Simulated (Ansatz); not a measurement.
**Mo under changes of volume**

One of the cells (15.892 Å³/atom); the others are scaled copies at fixed shape and fractional positions:

```
Mo
1.0
    -1.58381    1.58381    1.58381
     1.58381   -1.58381    1.58381
     1.58381    1.58381   -1.58381
Mo
1
Direct
  0.00000 0.00000 0.00000
```

* Program: Ansatz 0.2.0
* Functional: LDA
* Potentials or basis: all-electron LAPW, scalar-relativistic
* Cutoff: 248 eV (chosen from the basis error)
* Basis error allowed: 0.001 eV/atom
* k mesh: 12 × 12 × 12
* Occupations: fermi-dirac, width 0.05 eV
* Spin: no spin polarisation

```csv
volume (Å³/atom),energy over the lowest point (meV/atom),pressure (GPa)
14.938,0.00,2.5
15.256,1.35,-3.7
15.574,14.29,-9.2
15.892,37.59,-14.1
16.209,70.16,-18.6
16.527,110.99,-22.5
16.845,?,?
```

**Question.** What does the run at 16.845 Å³/atom give?

**Answer.** Energy over the lowest point 159.21 meV/atom; pressure -26.0 GPa.

Worked out: A Birch-Murnaghan fit of order 3 (a polynomial in V^(-2/3)) to the other rows has its minimum at 15.06 Å³/atom with B0 = V·E''(V) = 297 GPa and B' = 4.4. It gives 159.29 meV/atom at 16.845 Å³/atom, against the run's 159.21, and -dE/dV = -26.1 GPa, against -26.0.

Energies are extrapolated to zero smearing.
